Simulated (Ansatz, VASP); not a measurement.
One calculation of V, two programs

```
V
1.0
     2.46882    0.00000    0.00000
    -1.23441    2.13806    0.00000
     0.00000    0.00000    4.49808
V
2
Cartesian
  0.0000 1.4254 1.1245
  1.2344 0.7127 3.3736
```

Alike in both runs: task single point; functional LDA; k mesh 16 × 16 × 8; occupations fermi-dirac, width 0.1 eV; no spin polarisation.

```csv
,VASP,Ansatz
version,VASP 6.6.1,Ansatz 0.2.0
potentials or method,"VASP PAW LDA potentials, release 64 (V_sv)","plane waves (420 eV) with PAW, scalar-relativistic"
plane-wave cutoff (eV),520,420
valence electrons in the cell,26,26
```

|  | VASP | Ansatz | Ansatz less VASP |
| --- | --- | --- | --- |
| pressure (GPa) | 20.1 | 19.3 | -0.74 |
| largest component of the traceless stress (GPa) | 0.11 | 0.24 | +0.130 |

Ansatz warned: «pseudo_functional_mismatch».

Caveats: so large a pressure means that the cell lies far from this level's equilibrium, or that cutoff or potentials fall short (VASP).
